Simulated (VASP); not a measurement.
# Sr (P6_3/mmc) in VASP: a series of runs

Aim: see how the results for Sr move with the level of theory and the settings. Levels: PW91, RPBE+D3. Tasks: band structure, optical spectrum.

All numbers are computed with VASP 6.6.1; they aren't measurements. Logs are shortened: lines on timing, memory, paths and dates and some standing lists are left out, and cuts for length are marked.

## Step 1: Starting point

It takes space group P6_3/mmc (No. 194, hexagonal). Conventional cell: a = 4.310 Å, b = 4.310 Å, c = 7.050 Å, α = 90.00°, β = 90.00°, γ = 120.00°. Sr (site symmetry -6m2) is surrounded by 12 Sr at 4.31 Å.

This isn't the form of Sr at room conditions, which is fcc.

## Step 2: Band structure, PW91

Input file run.py:

```python
from ase import Atoms
from ase.calculators.vasp import Vasp
from ase.dft.bandgap import bandgap

atoms = Atoms(
    ['Sr', 'Sr'],
    cell=[[4.31, 0.0, 0.0], [-2.155, 3.7325694903, 0.0], [0.0, 0.0, 7.05]],
    scaled_positions=[[0.6666666667, 0.3333333333, 0.75], [0.3333333333, 0.6666666667, 0.25]],
    pbc=True,
)
calc = Vasp(
    directory='calc',
    pp='PBE',
    setups='recommended',
    prec='Accurate',
    encut=520,
    ediff=1e-06,
    ismear=-1,
    sigma=0.1,
    lreal=False,
    lasph=True,
    nelm=80,
    algo='Normal',
    isif=2,
    lwave=False,
    lcharg=True,
    gga='91',
    kpts=[7, 7, 4],
    gamma=True,
)
atoms.calc = calc

print('energy (eV):', atoms.get_potential_energy())
print('free energy (eV):', atoms.get_potential_energy(force_consistent=True))
efermi = calc.get_fermi_level()
print('Fermi level (eV):', efermi)
path = atoms.cell.bandpath(npoints=60, eps=1e-4)
print('path:', path.path)
calc.set(kpts=path.kpts, reciprocal=True, icharg=11, isym=0, lcharg=False)
calc.calculate(atoms)
print('gap on the path (eV):', bandgap(calc, efermi=efermi)[0])
print('direct gap on the path (eV):', bandgap(calc, efermi=efermi, direct=True)[0])
```

Potentials or basis: VASP PAW PBE potentials, release 64 (Sr_sv).

The run is started by

```bash
$ python run.py
```

The program printed:

```text
energy (eV): -3.27274208
free energy (eV): -3.3200833
Fermi level (eV): 1.44816531
path: GMKGALHA,LM,KH
gap on the path (eV): 0.0
direct gap on the path (eV): 0.0
```

OUTCAR:

```text
ENCUT = 520.000000
   EDIFF = 1.00e-06
   GGA = 91
   PREC = Accurate
   ICHARG = 11
   ISIF = 2
   ISMEAR = -1
   ISYM = 0
   NELM = 80
   LASPH = .TRUE.
   LREAL = .FALSE.

 ion  position               nearest neighbor table
   1  0.667  0.333  0.750-   2 4.31   2 4.31   2 4.31   2 4.31   2 4.31   2 4.31
   2  0.333  0.667  0.250-   1 4.31   1 4.31   1 4.31   1 4.31   1 4.31   1 4.31

IMPORTANT INFORMATION: All symmetrisations will be switched off!
NOSYMM: (Re-)initialisation of all symmetry stuff for point group C_1.

----------------------------------------------------------------------------------------

                                     Primitive cell

  volume of cell :     113.4160

  direct lattice vectors                    reciprocal lattice vectors
     4.310000000  0.000000000  0.000000000     0.232018561  0.133955979  0.000000000
    -2.155000000  3.732569490  0.000000000     0.000000000  0.267911958  0.000000000
     0.000000000  0.000000000  7.050000000     0.000000000  0.000000000  0.141843972

  length of vectors
     4.310000000  4.310000000  7.050000000     0.267911958  0.267911958  0.141843972

  position of ions in fractional coordinates (direct lattice)
     0.666666667  0.333333333  0.750000000
     0.333333333  0.666666667  0.250000000

  ion indices of the primitive-cell ions
   primitive index   ion index
                 1           1
                 2           2

----------------------------------------------------------------------------------------

 KPOINTS: KPOINTS created by Atomic Simulation Env

Read explicit list of k-points.

 Found     60 k-points:

 Following reciprocal coordinates:
            Coordinates               Weight
  0.000000  0.000000  0.000000      0.016667
  0.062500  0.000000  0.000000      0.016667
  0.125000  0.000000  0.000000      0.016667
  0.187500  0.000000  0.000000      0.016667
  0.250000  0.000000  0.000000      0.016667
  0.312500  0.000000  0.000000      0.016667
[... 16 lines left out ...]
  0.000000  0.000000  0.125000      0.016667
  0.000000  0.000000  0.250000      0.016667
 [... further k-points ...]
   k-points           NKPTS =     60   k-points in BZ     NKDIM =     60   number of bands    NBANDS=     14
   number of dos      NEDOS =    301   number of ions     NIONS =      2
   total plane-waves  NPLWV =  55296
   dimension x,y,z NGX =    32 NGY =   32 NGZ =   54
   dimension x,y,z NGXF=    64 NGYF=   64 NGZF=  108
   ions per type =               2
   NGX,Y,Z   is equivalent  to a cutoff of  12.34, 12.34, 12.73 a.u.
   NGXF,Y,Z  is equivalent  to a cutoff of  24.69, 24.69, 25.47 a.u.
 SYSTEM =  unknown system
   PREC   = accura    normal or accurate (medium, high low for compatibility)
   ISTART =      0    job   : 0-new  1-cont  2-samecut
   ICHARG =     11    charge: 1-file 2-atom 10-const
   ISPIN  =      1    spin polarized calculation?
   LNONCOLLINEAR =      F non collinear calculations
   LSORBIT =      F    spin-orbit coupling
   LASPH  =      T    aspherical Exc in radial PAW
   ENCUT  =  520.0 eV  38.22 Ry    6.18 a.u.   8.01  8.01 13.11*2*pi/ulx,y,z
   NELM   =     80;   NELMIN=  2; NELMDL=  0     # of ELM steps
   EDIFF  = 0.1E-05   stopping-criterion for ELM
   LREAL  =      F    real-space projection
   EDIFFG = 0.1E-04   stopping-criterion for IOM
   NSW    =      0    number of steps for IOM
   IBRION =     -1    ionic relax: 0-MD 1-quasi-New 2-CG
   NFREE  =      0    steps in history (QN), initial steepest desc. (CG)
   ISIF   =      2    stress and relaxation
   ISYM   =      0    0-nonsym 1-usesym 2-fastsym
   POTIM  = 0.5000    time-step for ionic-motion
   TEBEG  =    0.0;   TEEND  =   0.0 temperature during run
   PSTRESS=    0.0 pullay stress
   NELECT =      20.0000    total number of electrons
   NUPDOWN=      -1.0000    fix difference up-down
   EMIN   =  10.00;   EMAX   =-10.00  energy-range for DOS
   EFERMI =   0.00;   METHOD = LEGACY
   ISMEAR =    -1;   SIGMA  =   0.10  broadening in eV -4-tet -1-fermi 0-gaus
   EFERMI_NEDOS =   21; number of points for ismear=-14 and -15
   IALGO  =     38    algorithm
   IMIX   =      4    mixing-type and parameters
     AMIX     =   0.40;   BMIX     =  1.00
     AMIX_MAG =   1.60;   BMIX_MAG =  1.00
  volume/ion in A,a.u.               =      56.71       382.68
  Fermi-wavevector in a.u.,A,eV,Ry     =   0.918037  1.734838 11.466874  0.842791
  Thomas-Fermi vector in A             =   2.043073
   LORBIT       =      0    0 simple, 1 ext, 2 COOP (PROOUT), +10 PAW based schemes
   GGA     = 91    functional components
   LHFCALC =     F    Hartree Fock is set to
   AEXX    =    0.0000 exact exchange contribution
   IVDW    =     0    specifies the selected vdW correction
   LEPSILON=     F    determine dielectric tensor
   LRPA    =     F    only Hartree local field effects (RPA)
 non-spin polarized calculation
  energy-cutoff  :      520.00
  volume of cell :      113.42
 maximum number of plane-waves:      3090

 number of electron      20.0000000 magnetization

 Free energy of the ion-electron system (eV)
  ---------------------------------------------------
  ext. energy  EPLUGINS =         0.00000000
  ---------------------------------------------------
  free energy    TOTEN  =        -3.55864479 eV

  energy without entropy =       -3.42739040  energy(sigma->0) =       -3.49301760

 E-fermi :   1.4270     XC(G=0):  -7.2877

 val. band max:        1.4225530805   @ k =   0.3125   0.0000   0.0000
 cond. band min:       1.4643695603   @ k =   0.2963   0.2963   0.0000
 fundamental gap:      0.0418164798
 Fermi energy:         1.4269967166

 k-point     1 :       0.0000    0.0000    0.0000
  band No.  band energies     occupation
      1     -35.1644      2.00000
      2     -35.1524      2.00000
      3     -17.2944      2.00000
      4     -17.1481      2.00000
      5     -17.1481      2.00000
      6     -17.1240      2.00000
      7     -17.1240      2.00000
      8     -17.1198      2.00000
      9      -2.1345      2.00000
     10       0.3368      1.99996
     11       1.4979      0.65966
     12       3.6945      0.00000
     13       3.6967      0.00000
     14       3.6971      0.00000

 k-point     2 :       0.0625    0.0000    0.0000
  band No.  band energies     occupation
      1     -35.1640      2.00000
      2     -35.1522      2.00000
      3     -17.2922      2.00000
      4     -17.1532      2.00000
      5     -17.1497      2.00000
      6     -17.1293      2.00000
      7     -17.1248      2.00000
      8     -17.1206      2.00000
      9      -2.0800      2.00000
     10       0.3945      1.99993
     11       1.4930      0.68159
     12       3.4770      0.00000
     13       3.7478      0.00000
     14       3.8617      0.00000

 k-point     3 :       0.1250    0.0000    0.0000
  band No.  band energies     occupation
      1     -35.1628      2.00000
      2     -35.1516      2.00000
      3     -17.2858      2.00000
      4     -17.1677      2.00000
      5     -17.1542      2.00000
      6     -17.1443      2.00000
      7     -17.1273      2.00000
      8     -17.1231      2.00000
      9      -1.9186      2.00000
     10       0.5626      1.99965
     11       1.4811      0.73596
     12       3.1740      0.00000
     13       3.7381      0.00000
     14       3.8953      0.00000
[... 324 lines left out ...]
 k-point    23 :       0.0000    0.0000    0.1250
  band No.  band energies     occupation
      1     -35.1640      2.00000
      2     -35.1528      2.00000
      3     -17.2879      2.00000
      4     -17.1471      2.00000
      5     -17.1471      2.00000
      6     -17.1266      2.00000
      7     -17.1249      2.00000
      8     -17.1249      2.00000
      9      -2.0733      2.00000
     10       0.1344      2.00000
     11       1.6558      0.18430
     12       3.6133      0.00000
     13       3.6741      0.00000
     14       3.6744      0.00000

 k-point    24 :       0.0000    0.0000    0.2500
  band No.  band energies     occupation
      1     -35.1627      2.00000
      2     -35.1541      2.00000
      3     -17.2694      2.00000
      4     -17.1460      2.00000
      5     -17.1445      2.00000
      6     -17.1445      2.00000
      7     -17.1275      2.00000
      8     -17.1275      2.00000
      9      -1.8929      2.00000
     10      -0.2928      2.00000
     11       1.9745      0.00834
     12       3.3891      0.00000
     13       3.6402      0.00000
     14       3.6430      0.00000

 [... further k-points ...]

------------------------ aborting loop because EDIFF is reached ----------------------------------------

  FORCE on cell =-STRESS in cart. coord.  units (eV):
  Direction    XX          YY          ZZ          XY          YZ          ZX
  --------------------------------------------------------------------------------------
  -------------------------------------------------------------------------------------
  Total        0.3773509     -1.6038742      0.4134960      2.9691336      0.0001023     -0.0000559
  in kB        5.3306690    -22.6572180      5.8412743     41.9436322      0.0014449     -0.0007894
  external PRESSURE =      -3.8284249 kB  Pullay stress =       0.0000000 kB

 VOLUME and BASIS-vectors are now :
 -----------------------------------------------------------------------------
  energy-cutoff  :      520.00
  volume of cell :      113.42
      direct lattice vectors                 reciprocal lattice vectors
     4.310000000  0.000000000  0.000000000     0.232018561  0.133955979  0.000000000
    -2.155000000  3.732569490  0.000000000     0.000000000  0.267911958  0.000000000
     0.000000000  0.000000000  7.050000000     0.000000000  0.000000000  0.141843972

 POSITION                                       TOTAL-FORCE (eV/Angst)
 -----------------------------------------------------------------------------------
      2.15500      1.24419      5.28750         0.002861      0.012512     -0.000003
     -0.00000      2.48838      1.76250        -0.002861     -0.012512      0.000003
 -----------------------------------------------------------------------------------
    total drift:                               -0.000001      0.000000     -0.000001

  FREE ENERGIE OF THE ION-ELECTRON SYSTEM (eV)
  ---------------------------------------------------
  free  energy   TOTEN  =        -3.5586447874 eV

  energy  without entropy=       -3.4273904046  energy(sigma->0) =       -3.49301760
```

INCAR:

```text
ENCUT = 520.000000
SIGMA = 0.100000
EDIFF = 1.00e-06
ALGO = Normal
GGA = 91
PREC = Accurate
ICHARG = 11
ISIF = 2
ISMEAR = -1
ISYM = 0
NELM = 80
LASPH = .TRUE.
LCHARG = .FALSE.
LWAVE = .FALSE.
LREAL = .FALSE.
```

Run time: 44 s. Hardware: 1 thread of Intel Xeon Platinum 8488C (Sapphire Rapids), shared host; peak memory 0.25 GiB.

What came out:

```yaml
Band_gap_along_the_path: none (metal or under the smearing width)
```

Levels at the corners of the path, in eV from the Fermi level:
```tsv
point	band 8	band 9	band 10	band 11	band 12	band 13
Γ	-18.57	-3.58	-1.11	0.05	2.25	2.25
M	-18.60	-1.10	-0.53	0.10	0.26	1.29
K	-18.63	-0.24	-0.24	-0.09	0.38	1.32
Γ	-18.57	-3.58	-1.11	0.05	2.25	2.25
A	-18.58	-2.67	-2.67	1.26	1.26	2.24
L	-18.62	-0.78	-0.78	0.24	0.24	1.31
H	-18.60	0.14	0.14	0.25	0.25	0.43
A	-18.58	-2.67	-2.67	1.26	1.26	2.24
L	-18.62	-0.78	-0.78	0.24	0.24	1.31
M	-18.60	-1.10	-0.53	0.10	0.26	1.29
K	-18.63	-0.24	-0.24	-0.09	0.38	1.32
H	-18.60	0.14	0.14	0.25	0.25	0.43
```

Caveat: the log is that of the step along the path at fixed density, whose energy, stress, charges and moments have no meaning; the PAW data sets were made with another functional, which shifts forces and pressure a little.

## Step 3: Optical spectrum, RPBE+D3

Input file INCAR:

```
SYSTEM = Sr
  PREC = Accurate
  ENCUT = 500
  EDIFF = 1E-7
  ISMEAR = -5
  SIGMA = 0.05
  LREAL = .False.
  LASPH = .True.
  NELM = 60
  ALGO = Fast
  ISIF = 2
  LWAVE = .False.
  LCHARG = .False.
  GGA = RP
  IVDW = 11
  LOPTICS = .True.
  NBANDS = 58
  NEDOS = 1000
  CSHIFT = 0.1
```

Input file Sr.cif:

```cif
data_Sr
_cell_length_a 4.31000000
_cell_length_b 4.31000000
_cell_length_c 7.05000000
_cell_angle_alpha 90.00000000
_cell_angle_beta 90.00000000
_cell_angle_gamma 120.00000000
_space_group_name_H-M_alt 'P6_3/mmc'
_space_group_name_Hall '-P 6c 2c'
_space_group_IT_number 194
loop_
_space_group_symop_operation_xyz
'x,y,z'
'-x,-y,-z'
'x-y,x,z+1/2'
'-x+y,-x,-z+1/2'
'-y,x-y,z'
'y,-x+y,-z'
'-x,-y,z+1/2'
'x,y,-z+1/2'
'-x+y,-x,z'
'x-y,x,-z'
'y,-x+y,z+1/2'
'-y,x-y,-z+1/2'
'-y,-x,-z+1/2'
'y,x,z+1/2'
'-x,-x+y,-z'
'x,x-y,z'
'-x+y,y,-z+1/2'
'x-y,-y,z+1/2'
'y,x,-z'
'-y,-x,z'
'x,x-y,-z+1/2'
'-x,-x+y,z+1/2'
'x-y,-y,-z'
'-x+y,y,z'
loop_
_atom_site_label
_atom_site_type_symbol
_atom_site_symmetry_multiplicity
_atom_site_Wyckoff_symbol
_atom_site_fract_x
_atom_site_fract_y
_atom_site_fract_z
_atom_site_occupancy
Sr1 Sr 2 c 0.6666666667 0.3333333333 0.7500000000 1
```

Input file KPOINTS:

```
Automatic mesh
0
Gamma
  7 7 4
  0 0 0
```

Input file POSCAR:

```
Sr
 1.0000000000000000
     4.3099999999999996    0.0000000000000000    0.0000000000000000
    -2.1549999999999989    3.7325694903109303    0.0000000000000000
     0.0000000000000000    0.0000000000000000    7.0499999999999998
 Sr 
   2
Cartesian
  2.1550000002154999  1.2441898299792244  5.2874999999999996
 -0.0000000002154993  2.4883796603317063  1.7625000000000000
```

Potentials or basis: VASP PAW PBE potentials, release 64 (Sr_sv).

The run is started by

```bash
$ ase convert -i cif -o vasp Sr.cif POSCAR
$ cat potpaw_PBE.64/Sr_sv/POTCAR > POTCAR
$ mpirun -np 1 vasp_std > vasp.out
```

OUTCAR:

```text
SYSTEM = Sr
   PREC = Accurate
   ENCUT = 500
   EDIFF = 1E-7
   ISMEAR = -5
   LREAL = .False.
   LASPH = .True.
   NELM = 60
   ISIF = 2
   GGA = RP
   IVDW = 11
 IVDW          = 11

 ion  position               nearest neighbor table
   1  0.667  0.333  0.750-   2 4.31   2 4.31   2 4.31   2 4.31   2 4.31   2 4.31
   2  0.333  0.667  0.250-   1 4.31   1 4.31   1 4.31   1 4.31   1 4.31   1 4.31

  LATTYP: Found a hexagonal cell.
 ALAT       =     4.3100000000
 C/A-ratio  =     1.6357308585

  Lattice vectors:

 A1 = (   4.3100000000,   0.0000000000,   0.0000000000)
[... 792 lines left out ...]

 Edisp (eV)   -0.47527

 E8    (eV) :    -0.1433

  FORCE on cell =-STRESS in cart. coord.  units (eV):
  Direction    XX          YY          ZZ          XY          YZ          ZX
  --------------------------------------------------------------------------------------
  -------------------------------------------------------------------------------------
  Total       0.15609     0.15609     0.30379     0.00000     0.00000     0.00000
  in kB       2.20494     2.20494     4.29154     0.00000     0.00000     0.00000
  external pressure =        2.90 kB  Pullay stress =        0.00 kB

 VOLUME and BASIS-vectors are now :
 -----------------------------------------------------------------------------
  energy-cutoff  :      500.00
  volume of cell :      113.42
      direct lattice vectors                 reciprocal lattice vectors
     4.310000000  0.000000000  0.000000000     0.232018561  0.133955979  0.000000000
    -2.155000000  3.732569490  0.000000000     0.000000000  0.267911958  0.000000000
     0.000000000  0.000000000  7.050000000     0.000000000  0.000000000  0.141843972

 POSITION                                       TOTAL-FORCE (eV/Angst)
 -----------------------------------------------------------------------------------
      2.15500      1.24419      5.28750         0.000000     -0.000000      0.000000
     -0.00000      2.48838      1.76250        -0.000000      0.000000     -0.000000
 -----------------------------------------------------------------------------------
    total drift:                               -0.000000      0.000000     -0.000000

  FREE ENERGIE OF THE ION-ELECTRON SYSTEM (eV)
  ---------------------------------------------------
  free  energy   TOTEN  =        -3.3961802369 eV

  energy  without entropy=       -3.3961802369  energy(sigma->0) =       -3.39618024
```

OSZICAR:

```text
N       E                     dE             d eps       ncg     rms          rms(c)
DAV:   1     0.127946240180E+03    0.12795E+03   -0.68460E+03  2784   0.281E+02
DAV:   2     0.563817594150E+01   -0.12231E+03   -0.11719E+03  3360   0.103E+02
DAV:   3    -0.257247012919E+01   -0.82106E+01   -0.79488E+01  4288   0.181E+01
DAV:   4    -0.289149400414E+01   -0.31902E+00   -0.31858E+00  3304   0.296E+00
DAV:   5    -0.289633904179E+01   -0.48450E-02   -0.48572E-02  3334   0.322E-01    0.149E+01
RMM:   6    -0.290918396289E+01   -0.12845E-01   -0.18382E-02  3062   0.422E-01    0.839E+00
RMM:   7    -0.292004948993E+01   -0.10866E-01   -0.35621E-02  3276   0.611E-01    0.537E-01
RMM:   8    -0.292062700813E+01   -0.57752E-03   -0.26921E-03  3801   0.150E-01    0.177E-01
RMM:   9    -0.292080096523E+01   -0.17396E-03   -0.65758E-04  4209   0.529E-02    0.455E-02
RMM:  10    -0.292087055800E+01   -0.69593E-04   -0.18870E-04  4314   0.224E-02    0.372E-02
RMM:  11    -0.292090231857E+01   -0.31761E-04   -0.49968E-05  4168   0.124E-02    0.588E-03
RMM:  12    -0.292090506120E+01   -0.27426E-05   -0.14812E-05  4438   0.618E-03    0.512E-03
RMM:  13    -0.292090705528E+01   -0.19941E-05   -0.42025E-06  4137   0.341E-03    0.193E-03
RMM:  14    -0.292090793641E+01   -0.88113E-06   -0.11763E-06  3581   0.188E-03    0.142E-03
RMM:  15    -0.292090849807E+01   -0.56166E-06   -0.33029E-07  3095   0.104E-03    0.185E-04
RMM:  16    -0.292090845020E+01    0.47872E-07   -0.11234E-07  2458   0.444E-04
   1 F= -.33961802E+01 E0= -.33961802E+01  d E =0.000000E+00
```

Run time: 91 s. Hardware: 1 thread of Intel Xeon Platinum 8488C (Sapphire Rapids), shared host; peak memory 0.28 GiB.

Results:

* Free energy: -3.3962 eV
* Pressure: 0.3 GPa
* Band gap on the k mesh: none (metal or under the smearing width)
* Dispersion energy per atom: -0.238 eV

Stress tensor (GPa, compression positive):
```
0.22 0.00 0.00
0.00 0.22 0.00
0.00 0.00 0.43
```

Levels at points of the mesh, in eV from the Fermi level:
| k point | band 7 | band 8 | band 9 | band 10 | band 11 | band 12 | band 13 | band 14 |
| --- | --- | --- | --- | --- | --- | --- | --- | --- |
| (0.00, 0.00, 0.00) | -18.67 | -18.67 | -3.63 | -1.13 | -0.06 | 2.26 | 2.26 | 2.27 |
| (0.00, 0.00, 0.50) | -18.68 | -18.68 | -2.72 | -2.72 | 1.23 | 1.23 | 2.26 | 2.26 |

Caveat: the PAW data sets were made with another functional, which shifts forces and pressure a little; pairwise dispersion overbinds metals, which lowers pressure and volume; tetrahedron occupations give inexact forces and stress in metals.
